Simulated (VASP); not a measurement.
# Ge (Fd-3m) in VASP: band structure with PBE

Aim: the band structure of Ge with PBE.

Everything below comes from runs of VASP 6.6.1. Logs are shortened: lines on timing, memory, paths and dates and some standing lists are left out, and cuts for length are marked.

**The experiment to reproduce.**

“Electronic and optical properties of SixGe1-x-ySny alloys lattice-matched to Ge”, 2021, arxiv:2109.02782 reports, for a bulk crystal of Ge at 293 K: band gap 0.666 eV (indirect).

The results are compared with them further down.

### Step 1. The structure

It takes space group Fd-3m (No. 227, cubic). Conventional cell: a = 5.673 Å, b = 5.673 Å, c = 5.673 Å, α = 90.00°, β = 90.00°, γ = 90.00°. Ge (site symmetry -43m) is surrounded by 4 Ge at 2.46 Å.

### Step 2. Band structure, PBE

The input, INCAR:

```
SYSTEM = Ge
PREC     = Accurate       ! precision mode
ENCUT    = 420            ! plane-wave cutoff, eV
EDIFF    = 1E-7           ! SCF threshold, eV
ISMEAR   = 0              ! smearing method
SIGMA    = 0.02           ! smearing width, eV
LREAL    = .False.        ! projectors in reciprocal space
LASPH    = .True.         ! aspherical terms in the spheres
NELM     = 60             ! most SCF steps
ALGO     = Normal         ! electronic algorithm
ISIF     = 2              ! what is computed and relaxed
LWAVE    = .False.        ! write WAVECAR
LCHARG   = .False.        ! write CHGCAR
GGA      = PE             ! functional
NBANDS   = 21             ! bands
KPAR     = 4
```

The input, KPOINTS:

```
Automatic mesh
0
Gamma
  10 10 10
  0 0 0
```

The input, POSCAR:

```
Ge                                      
1.0
    0.0000000000      2.8365308644      2.8365308644
    2.8365308644      0.0000000000      2.8365308644
    2.8365308644      2.8365308644      0.0000000000
  Ge            
     2
Direct
     0.0000000000000000    0.0000000000000000    0.0000000000000000
     0.2500000000000000    0.2500000000000000    0.2500000000000000
```

The input, KPOINTS_OPT:

```
path GXWKGLUWLK,UX
15
line-mode
reciprocal
 0.0000000000  0.0000000000  0.0000000000  G
 0.5000000000  0.0000000000  0.5000000000  X

 0.5000000000  0.0000000000  0.5000000000  X
 0.5000000000  0.2500000000  0.7500000000  W

 0.5000000000  0.2500000000  0.7500000000  W
 0.3750000000  0.3750000000  0.7500000000  K

 0.3750000000  0.3750000000  0.7500000000  K
 0.0000000000  0.0000000000  0.0000000000  G

 0.0000000000  0.0000000000  0.0000000000  G
 0.5000000000  0.5000000000  0.5000000000  L

 0.5000000000  0.5000000000  0.5000000000  L
 0.6250000000  0.2500000000  0.6250000000  U

 0.6250000000  0.2500000000  0.6250000000  U
 0.5000000000  0.2500000000  0.7500000000  W

 0.5000000000  0.2500000000  0.7500000000  W
 0.5000000000  0.5000000000  0.5000000000  L

 0.5000000000  0.5000000000  0.5000000000  L
 0.3750000000  0.3750000000  0.7500000000  K

 0.6250000000  0.2500000000  0.6250000000  U
 0.5000000000  0.0000000000  0.5000000000  X
```

Potentials or basis: VASP PAW PBE potentials, release 64 (Ge_d_GW).

Started as:

```sh
$ cat potpaw_PBE.64/Ge_d_GW/POTCAR > POTCAR
$ mpirun -np 4 vasp_std > vasp.out
```

OUTCAR:

```text
SYSTEM = Ge
   PREC = Accurate
   ENCUT = 420
   EDIFF = 1E-7
   ISMEAR = 0
   LREAL = .False.
   LASPH = .True.
   NELM = 60
   ISIF = 2
   GGA = PE

 ion  position               nearest neighbor table
   1  0.000  0.000  0.000-   2 2.46   2 2.46   2 2.46   2 2.46
   2  0.250  0.250  0.250-   1 2.46   1 2.46   1 2.46   1 2.46

  LATTYP: Found a face centered cubic cell.
 ALAT       =     5.6730617288

  Lattice vectors:

 A1 = (   0.0000000000,   2.8365308644,   2.8365308644)
 A2 = (   2.8365308644,   0.0000000000,   2.8365308644)
 A3 = (   2.8365308644,   2.8365308644,   0.0000000000)

Analysis of symmetry for initial positions (statically):
=====================================================================
 Subroutine PRICEL returns:
 Original cell was already a primitive cell.

 Routine SETGRP: Setting up the symmetry group for a
 face centered cubic supercell.

 Subroutine GETGRP returns: Found 48 space group operations
 (whereof 24 operations were pure point group operations)
 out of a pool of 48 trial point group operations.

The static configuration has the point symmetry T_d .
 The point group associated with its full space group is O_h .

Analysis of symmetry for dynamics (positions and initial velocities):
=====================================================================
 Subroutine PRICEL returns:
 Original cell was already a primitive cell.

 Routine SETGRP: Setting up the symmetry group for a
 face centered cubic supercell.

 Subroutine GETGRP returns: Found 48 space group operations
 (whereof 24 operations were pure point group operations)
 out of a pool of 48 trial point group operations.

The dynamic configuration has the point symmetry T_d .
 The point group associated with its full space group is O_h .

 Subroutine INISYM returns: Found 48 space group operations
 (whereof 24 operations are pure point group operations),
 and found     1 'primitive' translations

----------------------------------------------------------------------------------------

                                     Primitive cell

  volume of cell :      45.6449

  direct lattice vectors                    reciprocal lattice vectors
     0.000000000  2.836530864  2.836530864    -0.176271659  0.176271659  0.176271659
     2.836530864  0.000000000  2.836530864     0.176271659 -0.176271659  0.176271659
     2.836530864  2.836530864  0.000000000     0.176271659  0.176271659 -0.176271659

  length of vectors
     4.011460419  4.011460419  4.011460419     0.305311469  0.305311469  0.305311469

  position of ions in fractional coordinates (direct lattice)
     0.000000000  0.000000000  0.000000000
     0.250000000  0.250000000  0.250000000

  ion indices of the primitive-cell ions
   primitive index   ion index
                 1           1
                 2           2

----------------------------------------------------------------------------------------

 KPOINTS: Automatic mesh

Automatic generation of k-mesh.
 Grid dimensions read from file:
 generate k-points for:   10   10   10

 Generating k-lattice:

  Cartesian coordinates                     Fractional coordinates (reciprocal lattice)
    -0.017627166  0.017627166  0.017627166     0.100000000  0.000000000  0.000000000
     0.017627166 -0.017627166  0.017627166     0.000000000  0.100000000  0.000000000
     0.017627166  0.017627166 -0.017627166     0.000000000  0.000000000  0.100000000

  Length of vectors
     0.030531147  0.030531147  0.030531147

  Shift w.r.t. Gamma in fractional coordinates (k-lattice)
     0.000000000  0.000000000  0.000000000

 Subroutine IBZKPT returns following result:
 ===========================================

 Found     47 irreducible k-points:

 Following reciprocal coordinates:
            Coordinates               Weight
  0.000000  0.000000  0.000000      1.000000
  0.100000  0.000000  0.000000      8.000000
  0.200000  0.000000  0.000000      8.000000
  0.300000  0.000000  0.000000      8.000000
  0.400000  0.000000  0.000000      8.000000
  0.500000  0.000000  0.000000      4.000000
[... 16 lines left out ...]
  0.300000  0.300000  0.000000      6.000000
  0.400000  0.300000  0.000000     24.000000
 [... further k-points ...]
   k-points           NKPTS =     47   k-points in BZ     NKDIM =     47   number of bands    NBANDS=     21
   number of dos      NEDOS =    301   number of ions     NIONS =      2
   total plane-waves  NPLWV =  21952
   dimension x,y,z NGX =    28 NGY =   28 NGZ =   28
   dimension x,y,z NGXF=    56 NGYF=   56 NGZF=   56
   ions per type =               2
   NGX,Y,Z   is equivalent  to a cutoff of  11.60, 11.60, 11.60 a.u.
   NGXF,Y,Z  is equivalent  to a cutoff of  23.21, 23.21, 23.21 a.u.
 SYSTEM =  Ge
   PREC   = accura    normal or accurate (medium, high low for compatibility)
   ISTART =      0    job   : 0-new  1-cont  2-samecut
   ICHARG =      2    charge: 1-file 2-atom 10-const
   ISPIN  =      1    spin polarized calculation?
   LNONCOLLINEAR =      F non collinear calculations
   LSORBIT =      F    spin-orbit coupling
   LASPH  =      T    aspherical Exc in radial PAW
   ENCUT  =  420.0 eV  30.87 Ry    5.56 a.u.   6.70  6.70  6.70*2*pi/ulx,y,z
   NELM   =     60;   NELMIN=  2; NELMDL= -5     # of ELM steps
   EDIFF  = 0.1E-06   stopping-criterion for ELM
   LREAL  =      F    real-space projection
   EDIFFG = 0.1E-05   stopping-criterion for IOM
   NSW    =      0    number of steps for IOM
   IBRION =     -1    ionic relax: 0-MD 1-quasi-New 2-CG
   NFREE  =      0    steps in history (QN), initial steepest desc. (CG)
   ISIF   =      2    stress and relaxation
   ISYM   =      2    0-nonsym 1-usesym 2-fastsym
   POTIM  = 0.5000    time-step for ionic-motion
   TEBEG  =    0.0;   TEEND  =   0.0 temperature during run
   PSTRESS=    0.0 pullay stress
   NELECT =      28.0000    total number of electrons
   NUPDOWN=      -1.0000    fix difference up-down
   EMIN   =  10.00;   EMAX   =-10.00  energy-range for DOS
   EFERMI =   0.00;   METHOD = LEGACY
   ISMEAR =     0;   SIGMA  =   0.02  broadening in eV -4-tet -1-fermi 0-gaus
   EFERMI_NEDOS =   21; number of points for ismear=-14 and -15
   IALGO  =     38    algorithm
   IMIX   =      4    mixing-type and parameters
     AMIX     =   0.40;   BMIX     =  1.00
     AMIX_MAG =   1.60;   BMIX_MAG =  1.00
  volume/ion in A,a.u.               =      22.82       154.01
  Fermi-wavevector in a.u.,A,eV,Ry     =   1.391009  2.628626 26.326002  1.934907
  Thomas-Fermi vector in A             =   2.514889
   LORBIT       =      0    0 simple, 1 ext, 2 COOP (PROOUT), +10 PAW based schemes
   GGA     = PE    functional components
   LHFCALC =     F    Hartree Fock is set to
   AEXX    =    0.0000 exact exchange contribution
   IVDW    =     0    specifies the selected vdW correction
   LEPSILON=     F    determine dielectric tensor
   LRPA    =     F    only Hartree local field effects (RPA)
 non-spin polarized calculation
 Gauss-broadening in eV      SIGMA  =   0.02
  energy-cutoff  :      420.00
  volume of cell :       45.64
 maximum number of plane-waves:       914
   NGX = 13   NGY = 13   NGZ = 13

 number of electron      27.9999975 magnetization

 Free energy of the ion-electron system (eV)
  ---------------------------------------------------
  ext. energy  EPLUGINS =         0.00000000
  ---------------------------------------------------
  free energy    TOTEN  =        -8.99205967 eV

  energy without entropy =       -8.99202881  energy(sigma->0) =       -8.99204424

 E-fermi :   2.8718     XC(G=0):  -9.9139

 val. band max:        2.8657325636   @ k =   0.0000   0.0000   0.0000
 cond. band min:       3.0246459761   @ k =   0.5000   0.0000   0.0000
 fundamental gap:      0.1589134125
 Fermi energy:         2.8718218253

 k-point     1 :       0.0000    0.0000    0.0000
  band No.  band energies     occupation
      1     -21.9908      2.00000
      2     -21.9908      2.00000
      3     -21.9908      2.00000
      4     -21.9553      2.00000
      5     -21.9553      2.00000
      6     -21.7502      2.00000
[... 13 lines left out ...]
     20      12.3388      0.00000
     21      12.3388      0.00000

 k-point     2 :       0.1000    0.0000    0.0000
  band No.  band energies     occupation
      1     -21.9964      2.00000
      2     -21.9964      2.00000
      3     -21.9892      2.00000
      4     -21.9477      2.00000
      5     -21.9477      2.00000
      6     -21.7590      2.00000
[... 13 lines left out ...]
     20      11.6329      0.00000
     21      11.6329      0.00000

 k-point     3 :       0.2000    0.0000    0.0000
  band No.  band energies     occupation
      1     -22.0051      2.00000
      2     -22.0051      2.00000
      3     -21.9850      2.00000
      4     -21.9339      2.00000
      5     -21.9339      2.00000
      6     -21.7708      2.00000
[... 13 lines left out ...]
     20      11.1316      0.00000
     21      11.1317      0.00000

 k-point     4 :       0.3000    0.0000    0.0000
  band No.  band energies     occupation
      1     -22.0111      2.00000
      2     -22.0111      2.00000
      3     -21.9797      2.00000
      4     -21.9226      2.00000
      5     -21.9226      2.00000
      6     -21.7793      2.00000
[... 13 lines left out ...]
     20      11.5022      0.00000
     21      11.5022      0.00000

 k-point     5 :       0.4000    0.0000    0.0000
  band No.  band energies     occupation
      1     -22.0140      2.00000
      2     -22.0140      2.00000
      3     -21.9752      2.00000
      4     -21.9164      2.00000
      5     -21.9164      2.00000
      6     -21.7834      2.00000
[... 13 lines left out ...]
     20      12.7217      0.00000
     21      12.7217      0.00000
[... 382 lines left out ...]
     20      12.1766      0.00000
     21      14.1947      0.00000

 k-point    22 :      -0.2000    0.2000    0.0000
  band No.  band energies     occupation
      1     -22.0195      2.00000
      2     -22.0193      2.00000
      3     -21.9644      2.00000
      4     -21.9238      2.00000
      5     -21.9014      2.00000
      6     -21.8034      2.00000
[... 13 lines left out ...]
     20      12.6890      0.00000
     21      13.2276      0.00000

 k-point    23 :       0.3000    0.3000    0.0000
  band No.  band energies     occupation
      1     -22.0137      2.00000
      2     -22.0137      2.00000
      3     -21.9910      2.00000
      4     -21.9089      2.00000
      5     -21.8683      2.00000
      6     -21.8571      2.00000
[... 13 lines left out ...]
     20      13.8571      0.00000
     21      14.0241      0.00000

 k-point    24 :       0.4000    0.3000    0.0000
  band No.  band energies     occupation
      1     -22.0237      2.00000
      2     -22.0182      2.00000
      3     -21.9750      2.00000
      4     -21.8942      2.00000
      5     -21.8742      2.00000
      6     -21.8516      2.00000
[... 13 lines left out ...]
     20      14.4669      0.00000
     21      14.5896      0.00000

 [... further k-points ...]
[... 5 lines left out ...]
  --------------------------------------------------------------------------------------
  -------------------------------------------------------------------------------------
  Total        0.8646146      0.8646146      0.8646146      0.0000000      0.0000000      0.0000000
  in kB       30.3487365     30.3487365     30.3487365      0.0000000      0.0000000      0.0000000
  external PRESSURE =      30.3487365 kB  Pullay stress =       0.0000000 kB

 VOLUME and BASIS-vectors are now :
 -----------------------------------------------------------------------------
  energy-cutoff  :      420.00
  volume of cell :       45.64
      direct lattice vectors                 reciprocal lattice vectors
     0.000000000  2.836530864  2.836530864    -0.176271659  0.176271659  0.176271659
     2.836530864  0.000000000  2.836530864     0.176271659 -0.176271659  0.176271659
     2.836530864  2.836530864  0.000000000     0.176271659  0.176271659 -0.176271659

 POSITION                                       TOTAL-FORCE (eV/Angst)
 -----------------------------------------------------------------------------------
      0.00000      0.00000      0.00000         0.000000      0.000000      0.000000
      1.41827      1.41827      1.41827        -0.000000     -0.000000     -0.000000
 -----------------------------------------------------------------------------------
    total drift:                                0.000000      0.000000      0.000000

  FREE ENERGIE OF THE ION-ELECTRON SYSTEM (eV)
  ---------------------------------------------------
  free  energy   TOTEN  =        -8.9920596725 eV

  energy  without entropy=       -8.9920288120  energy(sigma->0) =       -8.99204424
```

Run time: 20 s. Hardware: 4 MPI ranks of Intel Xeon Platinum 8488C (Sapphire Rapids), shared host; peak memory 0.17 GiB.

What came out:

- Free energy: -8.9921 eV
- Band gap along the path: none (metal or under the smearing width)

Levels at the corners of the path, in eV from the Fermi level:
| point | band 11 | band 12 | band 13 | band 14 | band 15 | band 16 | band 17 | band 18 |
| --- | --- | --- | --- | --- | --- | --- | --- | --- |
| Γ | -12.72 | -0.05 | -0.01 | -0.01 | -0.01 | 2.54 | 2.54 | 2.54 |
| X | -8.87 | -8.87 | -3.06 | -3.06 | 0.76 | 0.76 | 9.43 | 9.43 |
| X | -8.87 | -8.87 | -3.06 | -3.06 | 0.76 | 0.76 | 9.43 | 9.43 |
| W | -8.77 | -8.77 | -3.88 | -3.88 | 4.29 | 4.29 | 4.72 | 4.72 |
| W | -8.77 | -8.77 | -3.88 | -3.88 | 4.29 | 4.29 | 4.72 | 4.72 |
| K | -9.34 | -8.28 | -4.31 | -2.62 | 1.16 | 4.07 | 7.16 | 7.34 |
| K | -9.34 | -8.28 | -4.31 | -2.62 | 1.16 | 4.07 | 7.16 | 7.34 |
| Γ | -12.72 | -0.05 | -0.01 | -0.01 | -0.01 | 2.54 | 2.54 | 2.54 |
| Γ | -12.72 | -0.05 | -0.01 | -0.01 | -0.01 | 2.54 | 2.54 | 2.54 |
| L | -10.65 | -7.58 | -1.40 | -1.40 | 0.15 | 3.74 | 3.74 | 7.12 |
| L | -10.65 | -7.58 | -1.40 | -1.40 | 0.15 | 3.74 | 3.74 | 7.12 |
| U | -9.34 | -8.28 | -4.31 | -2.62 | 1.16 | 4.07 | 7.16 | 7.34 |
| U | -9.34 | -8.28 | -4.31 | -2.62 | 1.16 | 4.07 | 7.16 | 7.34 |
| W | -8.77 | -8.77 | -3.88 | -3.88 | 4.29 | 4.29 | 4.72 | 4.72 |
| W | -8.77 | -8.77 | -3.88 | -3.88 | 4.29 | 4.29 | 4.72 | 4.72 |
| L | -10.65 | -7.58 | -1.40 | -1.40 | 0.15 | 3.74 | 3.74 | 7.12 |
| L | -10.65 | -7.58 | -1.40 | -1.40 | 0.15 | 3.74 | 3.74 | 7.12 |
| K | -9.34 | -8.28 | -4.31 | -2.62 | 1.16 | 4.07 | 7.16 | 7.34 |
| U | -9.34 | -8.28 | -4.31 | -2.62 | 1.16 | 4.07 | 7.16 | 7.34 |
| X | -8.87 | -8.87 | -3.06 | -3.06 | 0.76 | 0.76 | 9.43 | 9.43 |

Caveat: the cutoff is under 1.25 times the usual one of these potentials, so pressure, stress and relaxed cells hold a basis-set (Pulay) error; this crystal is a semiconductor, whose small gap the functional closes, so the metal is an error of the method.

### Step 3. Comparison with measurements

Step 2. Measured gap of Ge: 0.666 eV (indirect; 293 K; “Electronic and optical properties of SixGe1-x-ySny alloys lattice-matched to Ge”, 2021, arxiv:2109.02782). This calculation gives 0.00 eV (-0.67 eV). 3 values of this kind are on record (0.666 to 0.807 eV); this one was drawn at random among those near their median. Spin-orbit coupling on Ge is left out. The value is that of PBE, without temperature or zero-point motion. Semilocal functionals fall short of measured gaps as a rule.
